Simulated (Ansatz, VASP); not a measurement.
# I in VASP and in Ansatz

```
CELL_PARAMETERS angstrom
4.20520 0.00000 0.00000
-2.10260 3.64181 0.00000
0.00000 0.00000 2.91204
ATOMIC_POSITIONS crystal
I 0.00000 0.00000 0.00000
```

Alike in both runs: functional PBE; k mesh 12 × 12 × 12; occupations fermi-dirac, width 0.08 eV; no spin polarisation.

Ansatz relaxed the structure, and its values are those at the end. VASP's run is a single point on that final structure, the one shown.

```csv
,VASP,Ansatz
version,VASP 6.6.1,Ansatz 0.2.0
potentials or method,"VASP PAW PBE potentials, release 64 (I)","PAW with Ansatz's default frozen-core files, scalar-relativistic"
plane-wave cutoff (eV),520,420
valence electrons in the cell,7,17
```

```tsv
	VASP	Ansatz	Ansatz less VASP
pressure (GPa)	0.9	1.0	+0.05
```

With one functional, cell and mesh, what is left measures potentials, basis and numerics. The two sets of potentials don't hold the same shells in valence.

Caveats: an odd number of electrons without spin polarisation forces a metal; a magnetic or distorted state may lie lower. The runs have no spin-orbit coupling, so splittings on I are missing.
